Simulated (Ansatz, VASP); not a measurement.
# WSe2 (2H-WSe2, 1 layer) in two plane-wave programs, part 2 of 2

Aim: how closely do two programs agree when they are given the same cell, functional and k mesh? Of the first pair: The structure shown is the start of the Ansatz relaxation below; VASP solves that cell, so the two are compared at the walk's first step.

VASP 6.6.1 and Ansatz 0.2.0.

So far: Set-up; Ansatz: relaxation, PBE; VASP: single point, PBE, start cell, pair 1.

### Step 4. Comparison

Known differences besides the potentials themselves: the data sets hold 46 valence electrons in Ansatz (on its default PAW (the set named soft_2) files) and 18 in VASP; the cutoff is 420 eV in Ansatz and 520 eV in VASP. Total energies have different zeros and are not compared.

Forces (eV/Å; atoms numbered as in POSCAR):

| atom | Ansatz x, y, z | VASP x, y, z |
| --- | --- | --- |
| Se1 | 0.000, 0.000, 2.510 | 0.000, 0.000, 2.579 |
| Se2 | 0.000, 0.000, -2.510 | 0.000, 0.000, -2.579 |
| W3 | 0.000, 0.000, 0.000 | 0.000, 0.000, 0.000 |

The forces differ by 32 meV/Å r.m.s., which is 2.7 % of the r.m.s. force of 1.216 eV/Å (both taken over all components). With vacuum in the cell, a pressure given here is an average over mostly empty space and none of the material.

### Step 5. Ansatz: relaxation, PBE

This run makes the geometry at which the two programs are then compared.

The structure compared here is the end of the Ansatz relaxation.

Input file input.yaml:

```yaml
crystal:
  lattice:
    - [3.32, 0.0, 0.0]
    - [-1.66, 2.8752043406, 0.0]
    - [0.0, 0.0, 18.7403479339]
  atoms:
    - { symbol: Se, position: [0.3333333333, 0.6666666667, 0.4002060168] }
    - { symbol: W, position: [0.0, 0.0, 0.5] }
    - { symbol: Se, position: [0.3333333333, 0.6666666667, 0.5997939832] }
kpoints:
  mp_grid: { grid: [12, 12, 1] }
hamiltonian:
  xc: pbe
scf:
  occupations: { method: fermi_dirac, width: 0.05 }
  convergence: { dr2_threshold: 1.0e-08 }
efield:
  axis: 3
  dipole_correction: true
  ramp_position: 0.97
  ramp_width: 0.04
relax:
  f_tol: 0.01
  cell: { fix: [c, alpha, beta] }
output:
  write_potential: true
  write_density: true
  volumetric_format: npy
```

Started as:

```sh
ansatz run input.yaml --threads 2 --pin off --max-ram 4096MiB --backend cpu --events-out ev --progress --plain --runs-dir out
```

Numbers of over 12 decimals in the logs are rounded to 6 here.

Log:

```text
[...]
Crystal: 3 atoms, lattice volume = 178.889 Å³
Basis set: ecut = 420 eV, 3567 PW (Γ), exchange–correlation on 48×48×256 points (8 copies of the dense FFT grid, shifted against one another)
[...]
cell:  # Å, volume = 178.8778 Å³
    - [3.319893, 0, 0]
    - [-1.659946, 2.875111, 0]
    - [0, 0, 18.7403479339]
  atoms:
    - { symbol: Se, position: [0.333333, 0.666667, 0.410418] }
    - { symbol: W, position: [0, -2.878355989888598e-17, 0.500000] }
    - { symbol: Se, position: [0.333333, 0.666667, 0.589582] }
[key lines of the parts left out:]
SCF converged after 3 iterations
Free energy (F): -21324.659132 eV
Fermi energy:    1.714591 eV
Dipole field:    D = 0.000012 V/Å  (p = 0.000012 e·Å, saw-weighted, corrected)
Work function:   Φ+ = 4.3190 eV   Φ− = 4.3191 eV
P = ⅓ Tr σ = -0.0077 GPa (-0.077 kbar)
```

### Step 6. VASP: single point, PBE, relaxed cell, pair 2

The same cell, functional, mesh and smearing now go to VASP, with its own data sets.

Input file INCAR:

```
SYSTEM = WSe2
PREC = Accurate
ENCUT = 600
EDIFF = 1E-06
NELM = 120
ISMEAR = -1
SIGMA = 0.05
LREAL = .FALSE.
ALGO = Normal
GGA = PE
NBANDS = 15
LASPH = .TRUE.
LORBIT = 11
LWAVE = .FALSE.
LCHARG = .FALSE.
ISIF = 2
LDIPOL = .TRUE.
IDIPOL = 3
DIPOL = 0.5 0.5 0.5
LVHAR = .TRUE.
GGA_COMPAT = .FALSE.
EFERMI = MIDGAP
NELMDL = -8
```

Input file POSCAR:

```
WSe2
1.0
    3.3198925715      0.0000000000      0.0000000000
   -1.6599462858      2.8751113048      0.0000000000
    0.0000000000      0.0000000000     18.7403479339
Se W
2 1
Direct
    0.3333333333      0.6666666667      0.4104176305
    0.3333333333      0.6666666667      0.5895823783
    0.0000000000      0.0000000000      0.5000000044
```

Input file KPOINTS:

```
Automatic mesh
0
Gamma
12 12 1
0 0 0
```

Potentials, in the order of the species: Se and W (PBE family, release 64).

Started as:

```sh
mpirun -np 1 vasp_std
```

Log:

```text
[... set-up lines as in an earlier step ...]
 entering main loop
       N       E                     dE             d eps       ncg     rms          rms(c)
DAV:   1     0.128226643839E+03    0.12823E+03   -0.66098E+03   570   0.997E+02
DAV:   2    -0.946704938639E+01   -0.13769E+03   -0.12891E+03   899   0.181E+02
DAV:   3    -0.225145108763E+02   -0.13047E+02   -0.12922E+02   822   0.641E+01
DAV:   4    -0.227542943781E+02   -0.23978E+00   -0.23920E+00   668   0.106E+01
[...]
DAV:  22    -0.216770999660E+02   -0.14357E-04   -0.79957E-07   592   0.264E-03    0.868E-04
DAV:  23    -0.216771063318E+02   -0.63658E-05   -0.42909E-07   527   0.212E-03    0.314E-04
DAV:  24    -0.216771071704E+02   -0.83857E-06   -0.51833E-08   558   0.111E-03
   1 F= -.21677107E+02 E0= -.21677107E+02  d E =-.113220E-07
```

From OUTCAR (step 6):

```text
  Total       -0.1716845     -0.1716845     -0.1970290      0.0000000     -0.0000000     -0.0000000
  in kB       -1.5377482     -1.5377482     -1.7647550      0.0000000     -0.0000000     -0.0000000
  external PRESSURE =      -1.6134172 kB  Pullay stress =       0.0000000 kB

 POSITION                                       TOTAL-FORCE (eV/Angst)
 -----------------------------------------------------------------------------------
     -0.00000      1.91674      7.69137         0.000000     -0.000000      0.057230
     -0.00000      1.91674     11.04898         0.000000      0.000000     -0.057230
      0.00000      0.00000      9.37017        -0.000000      0.000000      0.000000
 -----------------------------------------------------------------------------------
    total drift:                                0.000000     -0.000000     -0.000147

  FREE ENERGIE OF THE ION-ELECTRON SYSTEM (eV)
  ---------------------------------------------------
  free  energy   TOTEN  =       -21.6771071704 eV

  energy  without entropy=      -21.6771071591  energy(sigma->0) =      -21.67710716

[... 1 part as in an earlier step ...]

[... 2 further parts left out ...]
[key lines of the parts left out:]
E-fermi :  -0.8985
```

### Step 7. Side by side

What differs besides the data sets and the points named for the pairs above, as far as they apply: the data sets hold 46 valence electrons in Ansatz (on its default PAW (the set named soft_2) files) and 18 in VASP; the cutoff is 420 eV in Ansatz and 600 eV in VASP; Ansatz's pressure holds a Pulay correction, VASP's none. Total energies have different zeros and are not compared.

Both answers:

| quantity | Ansatz | VASP | difference |
| --- | --- | --- | --- |
| pressure (GPa) | -0.01 | -0.16 | +0.15 |
| gap on the k mesh (eV) | 1.552 | 1.540 | +0.013 |

Forces (eV/Å; atoms numbered as in POSCAR):

| atom | Ansatz x, y, z | VASP x, y, z |
| --- | --- | --- |
| Se1 | 0.000, 0.000, 0.007 | 0.000, 0.000, 0.057 |
| Se2 | 0.000, 0.000, -0.007 | 0.000, 0.000, -0.057 |
| W3 | 0.000, 0.000, 0.000 | 0.000, 0.000, 0.000 |

The forces differ by 24 meV/Å r.m.s., where the r.m.s. force is 0.003 eV/Å in Ansatz and 0.027 eV/Å in VASP: the atoms lie near their places of rest in Ansatz, so a percentage would say little (all taken over all components). A gap on the mesh is an upper bound, since the band edges may lie between its points; neither run holds spin-orbit coupling, which can move the band edges of a compound of W. With vacuum in the cell, a pressure given here is an average over mostly empty space and none of the material.

### Step 8. Further runs

Further runs change the set-up of one program: Ansatz's method, potentials or start, or VASP's data sets, cutoff or form of LDA. The table gives Ansatz less VASP for each quantity, since a change that brings one quantity closer may part another.

| run | r.m.s. force difference (meV/Å) | pressure (GPa) | gap on the k mesh (eV) |
| --- | --- | --- | --- |
| as above | 24 | 0.15 | 0.013 |
| VASP with the data sets Se_sv_GW and W and a cutoff of 620 eV | 38 | 0.65 | 0.010 |

### Step 9. Outcome

| Quantity | Value |
| --- | --- |
| r.m.s. force difference (single point, PBE, start cell, pair 1) | 2.7 % of the r.m.s. force |
| r.m.s. force difference (single point, PBE, relaxed cell, pair 2) | 24 meV/Å |

**Reading.** The r.m.s. force difference is 24 meV/Å (single point, PBE, relaxed cell, pair 2), beyond the 12 meV/Å picked in this series as the mark of a large difference. The data sets hold unlike numbers of valence electrons (46 in Ansatz and 18 in VASP), so part of the differences comes from the potentials. Single point, PBE, relaxed cell, pair 2, VASP with the data sets Se_sv_GW and W and a cutoff of 620 eV: r.m.s. force difference goes from 24 to 38 meV/Å; the difference in pressure goes from 0.15 to 0.65 GPa. How closely two codes agree says nothing of how well the functional describes the real material.

[Lines on the potential files, build, host, timing and source positions are cut from VASP's logs without a mark.]

[Logs are printed without paths, hosts, clocks, repeated set-up lines and the standing remarks that a program may print on its own settings, such as how far it seeks lower states.]

[Hosts, paths, dates, database ids (printed as entryN), source tags and the programs' standing remarks are cut or masked in the printed files.]
